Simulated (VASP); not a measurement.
# Ru in VASP: notebook

One slab, Ru, is run at these levels: PBE; tasks: single point, relaxation of the atoms.

Program: VASP 6.6.1. These are calculated values, not measurements. Logs are shortened: lines on timing, memory, paths and dates and some standing lists are left out, and cuts for length are marked.

## Step 1: The structure

The cell holds a slab with vacuum, 12 atoms: a = 2.718 Å, b = 4.301 Å, c = 27.554 Å, α = 90.00°, β = 90.00°, γ = 90.00°.

The slab is cut from a database's or a generator's crystal, which needn't be the stable form of the element.

## Step 2: Single point, PBE

The input, INCAR:

```
  PREC = Accurate
  ENCUT = 520
  EDIFF = 1E-6
  ISMEAR = 1
  SIGMA = 0.1
  LREAL = False
  LASPH = True
  NELM = 80
  ALGO = Fast
  ISIF = 2
  LWAVE = False
  LCHARG = False
  LDIPOL = True
  IDIPOL = 3
  DIPOL = 0.5 0.5 0.500
  GGA = PE
  NBANDS = 96
  LVHAR = True
  LVACPOTAV = True
  ICORELEVEL = 1
  LUSENCCL = False
```

The input, KPOINTS:

```
Automatic mesh
0
Gamma
  14 9 1
```

The input, POSCAR:

```
Ru
1.0
    2.7179493500      0.0000000000      0.0000000000
    0.0000000000      4.3005680000      0.0000000000
    0.0000000000      0.0000000000     27.5536692700
Ru
12
Direct
    0.9999995700      0.7500000000      0.2721960500
    0.5000005900      0.2500000000      0.3006716000
    0.4999996300      0.7500000000      0.3576225200
    0.0000006400      0.2500000000      0.3860980700
    0.9999996800      0.7500000000      0.4430489900
    0.5000007000      0.2500000000      0.4715245400
    0.4999997300      0.7500000000      0.5284754600
    0.0000007500      0.2500000000      0.5569510100
    0.9999997900      0.7500000000      0.6139019300
    0.5000008000      0.2500000000      0.6423774800
    0.4999998400      0.7500000000      0.6993284000
    0.0000008600      0.2500000000      0.7278039500
```

Potentials or basis: VASP PAW PBE potentials, release 64 (Ru_pv).

Started as:

```
$ cat potpaw_PBE.64/Ru_pv/POTCAR > POTCAR
$ mpirun -np 1 vasp_std > vasp.out
```

OUTCAR:

```text
PREC = Accurate
   ENCUT = 520
   EDIFF = 1E-6
   ISMEAR = 1
   LREAL = False
   LASPH = True
   NELM = 80
   ISIF = 2
   GGA = PE

 ion  position               nearest neighbor table
   1  1.000  0.750  0.272-   2 2.66   2 2.66   2 2.66   2 2.66   3 2.72   3 2.72
   2  0.500  0.250  0.301-   3 2.66   3 2.66   1 2.66   1 2.66   1 2.66   1 2.66   4 2.72   4 2.72

   3  0.500  0.750  0.358-   2 2.66   2 2.66   4 2.66   4 2.66   4 2.66   4 2.66   1 2.72   5 2.72
                             5 2.72   1 2.72
   4  0.000  0.250  0.386-   5 2.66   5 2.66   3 2.66   3 2.66   3 2.66   3 2.66   6 2.72   2 2.72
                             2 2.72   6 2.72
   5  1.000  0.750  0.443-   4 2.66   4 2.66   6 2.66   6 2.66   6 2.66   6 2.66   3 2.72   7 2.72
                             7 2.72   3 2.72
   6  0.500  0.250  0.472-   7 2.66   7 2.66   5 2.66   5 2.66   5 2.66   5 2.66   4 2.72   8 2.72
                             8 2.72   4 2.72
   7  0.500  0.750  0.528-   6 2.66   6 2.66   8 2.66   8 2.66   8 2.66   8 2.66   9 2.72   5 2.72
                             5 2.72   9 2.72
   8  0.000  0.250  0.557-   9 2.66   9 2.66   7 2.66   7 2.66   7 2.66   7 2.66  10 2.72   6 2.72
                             6 2.72  10 2.72
   9  1.000  0.750  0.614-   8 2.66   8 2.66  10 2.66  10 2.66  10 2.66  10 2.66   7 2.72  11 2.72
                            11 2.72   7 2.72
  10  0.500  0.250  0.642-  11 2.66  11 2.66   9 2.66   9 2.66   9 2.66   9 2.66  12 2.72   8 2.72
                             8 2.72  12 2.72
  11  0.500  0.750  0.699-  10 2.66  10 2.66  12 2.66  12 2.66  12 2.66  12 2.66   9 2.72   9 2.72

  12  0.000  0.250  0.728-  11 2.66  11 2.66  11 2.66  11 2.66  10 2.72  10 2.72

  LATTYP: Found a simple orthorhombic cell.
 ALAT       =     2.7179493500
 B/A-ratio  =     1.5822840849
 C/A-ratio  =    10.1376684117

  Lattice vectors:

 A1 = (   2.7179493500,   0.0000000000,   0.0000000000)
 A2 = (   0.0000000000,   4.3005680000,   0.0000000000)
 A3 = (   0.0000000000,   0.0000000000,  27.5536692700)

Analysis of symmetry for initial positions (statically):
=====================================================================
 Subroutine PRICEL returns:
 Original cell was already a primitive cell.

 Routine SETGRP: Setting up the symmetry group for a
 simple orthorhombic supercell.

 Subroutine GETGRP returns: Found  8 space group operations
 (whereof  4 operations were pure point group operations)
 out of a pool of  8 trial point group operations.

The static configuration has the point symmetry C_2h.
 The point group associated with its full space group is D_2h.

Analysis of symmetry for dynamics (positions and initial velocities):
=====================================================================
 Subroutine PRICEL returns:
 Original cell was already a primitive cell.

 Routine SETGRP: Setting up the symmetry group for a
 simple orthorhombic supercell.

 Subroutine GETGRP returns: Found  8 space group operations
 (whereof  4 operations were pure point group operations)
 out of a pool of  8 trial point group operations.

The dynamic configuration has the point symmetry C_2h.
 The point group associated with its full space group is D_2h.

 Subroutine INISYM returns: Found  8 space group operations
 (whereof  4 operations are pure point group operations),
 and found     1 'primitive' translations

----------------------------------------------------------------------------------------

                                     Primitive cell

  volume of cell :     322.0673

  direct lattice vectors                    reciprocal lattice vectors
     2.717949350  0.000000000  0.000000000     0.367924443  0.000000000  0.000000000
     0.000000000  4.300568000  0.000000000     0.000000000  0.232527424  0.000000000
     0.000000000  0.000000000 27.553669270     0.000000000  0.000000000  0.036292807

  length of vectors
     2.717949350  4.300568000 27.553669270     0.367924443  0.232527424  0.036292807

  position of ions in fractional coordinates (direct lattice)
     0.999999570  0.750000000  0.272196050
     0.500000590  0.250000000  0.300671600
     0.499999630  0.750000000  0.357622520
     0.000000640  0.250000000  0.386098070
     0.999999680  0.750000000  0.443048990
     0.500000700  0.250000000  0.471524540
     0.499999730  0.750000000  0.528475460
[... 87 lines left out ...]
   LNONCOLLINEAR =      F non collinear calculations
   LSORBIT =      F    spin-orbit coupling
   LASPH  =      T    aspherical Exc in radial PAW
   ENCUT  =  520.0 eV  38.22 Ry    6.18 a.u.   5.05  8.00 51.23*2*pi/ulx,y,z
   NELM   =     80;   NELMIN=  2; NELMDL= -5     # of ELM steps
   EDIFF  = 0.1E-05   stopping-criterion for ELM
   LREAL  =      F    real-space projection
   EDIFFG = 0.1E-04   stopping-criterion for IOM
   NSW    =      0    number of steps for IOM
   IBRION =     -1    ionic relax: 0-MD 1-quasi-New 2-CG
   NFREE  =      0    steps in history (QN), initial steepest desc. (CG)
   ISIF   =      2    stress and relaxation
   ISYM   =      2    0-nonsym 1-usesym 2-fastsym
   POTIM  = 0.5000    time-step for ionic-motion
   TEBEG  =    0.0;   TEEND  =   0.0 temperature during run
   PSTRESS=    0.0 pullay stress
   NELECT =     168.0000    total number of electrons
   NUPDOWN=      -1.0000    fix difference up-down
   EMIN   =  10.00;   EMAX   =-10.00  energy-range for DOS
   EFERMI =   0.00;   METHOD = LEGACY
   ISMEAR =     1;   SIGMA  =   0.10  broadening in eV -4-tet -1-fermi 0-gaus
   EFERMI_NEDOS =   21; number of points for ismear=-14 and -15
   IALGO  =     68    algorithm
   IMIX   =      4    mixing-type and parameters
     AMIX     =   0.40;   BMIX     =  1.00
     AMIX_MAG =   1.60;   BMIX_MAG =  1.00
  volume/ion in A,a.u.               =      26.84       181.12
  Fermi-wavevector in a.u.,A,eV,Ry     =   1.317839  2.490355 23.629236  1.736700
  Thomas-Fermi vector in A             =   2.447852
   LORBIT       =      0    0 simple, 1 ext, 2 COOP (PROOUT), +10 PAW based schemes
   GGA     = PE    functional components
   LHFCALC =     F    Hartree Fock is set to
   AEXX    =    0.0000 exact exchange contribution
   IVDW    =     0    specifies the selected vdW correction
   LEPSILON=     F    determine dielectric tensor
   LRPA    =     F    only Hartree local field effects (RPA)
 non-spin polarized calculation
 RMM-DIIS sequential band-by-band and
 Methfessel and Paxton  Order N= 1 SIGMA  =   0.10
  energy-cutoff  :      520.00
  volume of cell :      322.07
 maximum number of plane-waves:      8768
   NGX = 11   NGY = 15   NGZ =103

 dipolmoment           0.000000      0.000000      0.000000 electrons x Angstroem

 number of electron     168.0000071 magnetization

 dipolmoment           0.000000      0.000000     -0.000000 electrons x Angstroem

 Free energy of the ion-electron system (eV)
  ---------------------------------------------------
  ext. energy  EPLUGINS =         0.00000000
  ---------------------------------------------------
  free energy    TOTEN  =      -106.31940723 eV

  energy without entropy =     -106.31794113  energy(sigma->0) =     -106.31891853

 the core state eigenenergies are
   1-  1s -21925.8331  2s  -3146.1139  2p  -2816.6551  3s   -547.7981  3p   -439.5703
       3d   -265.5588  4s    -68.4414
   2-  1s -21926.0988  2s  -3146.4384  2p  -2816.9753  3s   -548.1042  3p   -439.8765
       3d   -265.8699  4s    -68.7099
   3-  1s -21926.1963  2s  -3146.5680  2p  -2817.1016  3s   -548.2440  3p   -440.0162
       3d   -266.0105  4s    -68.8735
   4-  1s -21926.1834  2s  -3146.5591  2p  -2817.0924  3s   -548.2353  3p   -440.0075
       3d   -266.0020  4s    -68.8654
   5-  1s -21926.0852  2s  -3146.4642  2p  -2816.9971  3s   -548.1438  3p   -439.9160
       3d   -265.9104  4s    -68.7818
   6-  1s -21926.0792  2s  -3146.4585  2p  -2816.9914  3s   -548.1380  3p   -439.9102
       3d   -265.9046  4s    -68.7752
   7-  1s -21926.0792  2s  -3146.4585  2p  -2816.9914  3s   -548.1380  3p   -439.9102
       3d   -265.9046  4s    -68.7752
   8-  1s -21926.0852  2s  -3146.4642  2p  -2816.9971  3s   -548.1439  3p   -439.9161
       3d   -265.9104  4s    -68.7818
   9-  1s -21926.1834  2s  -3146.5591  2p  -2817.0924  3s   -548.2353  3p   -440.0075
       3d   -266.0020  4s    -68.8654
  10-  1s -21926.1963  2s  -3146.5680  2p  -2817.1016  3s   -548.2440  3p   -440.0162
       3d   -266.0105  4s    -68.8735
  11-  1s -21926.0988  2s  -3146.4384  2p  -2816.9753  3s   -548.1042  3p   -439.8765
       3d   -265.8699  4s    -68.7099
  12-  1s -21925.8332  2s  -3146.1139  2p  -2816.6551  3s   -547.7981  3p   -439.5703
       3d   -265.5588  4s    -68.4414

 E-fermi :   4.1904     XC(G=0):  -7.9630

 val. band max:        4.1855169148   @ k =   0.2143   0.0000   0.0000
 cond. band min:       4.1995497327   @ k =   0.4286   0.0000   0.0000
 fundamental gap:      0.0140328179
 Fermi energy:         4.1904192080

 k-point     1 :       0.0000    0.0000    0.0000
  band No.  band energies     occupation
      1     -39.4227      2.00000
      2     -39.3771      2.00000
      3     -39.2434      2.00000
      4     -39.2135      2.00000
      5     -39.1136      2.00000
      6     -39.0960      2.00000
[... 2365 lines left out ...]
     95       5.8940     -0.00000
     96       5.9359     -0.00000

 [... further k-points ...]

------------------------ aborting loop because EDIFF is reached ----------------------------------------

  FORCE on cell =-STRESS in cart. coord.  units (eV):
  Direction    XX          YY          ZZ          XY          YZ          ZX
  --------------------------------------------------------------------------------------
  -------------------------------------------------------------------------------------
  Total       -5.8041476     -7.6868314     -3.6438663      0.0000000      0.0000000      0.0000000
  in kB      -28.8736982    -38.2394218    -18.1270192      0.0000000      0.0000000      0.0000000
  external PRESSURE =     -28.4133797 kB  Pullay stress =       0.0000000 kB

 VOLUME and BASIS-vectors are now :
 -----------------------------------------------------------------------------
  energy-cutoff  :      520.00
  volume of cell :      322.07
      direct lattice vectors                 reciprocal lattice vectors
     2.717949350  0.000000000  0.000000000     0.367924443  0.000000000  0.000000000
     0.000000000  4.300568000  0.000000000     0.000000000  0.232527424  0.000000000
     0.000000000  0.000000000 27.553669270     0.000000000  0.000000000  0.036292807

 POSITION                                       TOTAL-FORCE (eV/Angst)
 -----------------------------------------------------------------------------------
      2.71795      3.22543      7.50000         0.000000      0.000000      0.890365
      1.35898      1.07514      8.28461         0.000000      0.000000     -0.229234
      1.35897      3.22543      9.85381         0.000000      0.000000     -0.477082
      0.00000      1.07514     10.63842         0.000000      0.000000     -0.170354
      2.71795      3.22543     12.20763        -0.000000      0.000000     -0.084340
      1.35898      1.07514     12.99223         0.000000      0.000000     -0.047561
      1.35897      3.22543     14.56144         0.000000      0.000000      0.047561
      0.00000      1.07514     15.34604         0.000000      0.000000      0.084340
      2.71795      3.22543     16.91525        -0.000000      0.000000      0.170354
      1.35898      1.07514     17.69986         0.000000      0.000000      0.477082
      1.35897      3.22543     19.26906        -0.000000      0.000000      0.229234
      0.00000      1.07514     20.05367        -0.000000      0.000000     -0.890365
 -----------------------------------------------------------------------------------
    total drift:                               -0.006393     -0.000006      0.003561

  FREE ENERGIE OF THE ION-ELECTRON SYSTEM (eV)
  ---------------------------------------------------
  free  energy   TOTEN  =      -106.3194072256 eV

  energy  without entropy=     -106.3179411303  energy(sigma->0) =     -106.31891853

 vacuum level on the upper side and lower side of the slab         8.966         8.966
```

Wall time 33 min (1 × NVIDIA H100 80GB with 1 thread of AMD EPYC 7R13 (Zen 3), shared host); peak memory 1.9 GiB.

What came out:

```
Free energy                     : -106.3194 eV
Largest force                   : 0.890 eV/Å
Band gap on the k mesh          : none (metal or under the smearing width)
Work function of the upper face : 4.78 eV
Work function of the lower face : 4.78 eV
```

Forces on the atoms (eV/Å):
```
Ru   0.000  0.000  0.890
Ru   0.000  0.000 -0.229
Ru   0.000  0.000 -0.477
Ru   0.000  0.000 -0.170
Ru   0.000  0.000 -0.084
Ru   0.000  0.000 -0.048
Ru   0.000  0.000  0.048
Ru   0.000  0.000  0.084
Ru   0.000  0.000  0.170
Ru   0.000  0.000  0.477
Ru   0.000  0.000  0.229
Ru   0.000  0.000 -0.890
```

Core levels (eV, on the scale of the bands):
```tsv
atom	levels
1 Ru	1s -21925.8, 2s -3146.1, 2p -2816.7, 3s -547.8, 3p -439.6, 3d -265.6, 4s -68.4
2 Ru	1s -21926.1, 2s -3146.4, 2p -2817.0, 3s -548.1, 3p -439.9, 3d -265.9, 4s -68.7
3 Ru	1s -21926.2, 2s -3146.6, 2p -2817.1, 3s -548.2, 3p -440.0, 3d -266.0, 4s -68.9
4 Ru	1s -21926.2, 2s -3146.6, 2p -2817.1, 3s -548.2, 3p -440.0, 3d -266.0, 4s -68.9
5 Ru	1s -21926.1, 2s -3146.5, 2p -2817.0, 3s -548.1, 3p -439.9, 3d -265.9, 4s -68.8
6 Ru	1s -21926.1, 2s -3146.5, 2p -2817.0, 3s -548.1, 3p -439.9, 3d -265.9, 4s -68.8
```

(Continued in part 2 of 2.)
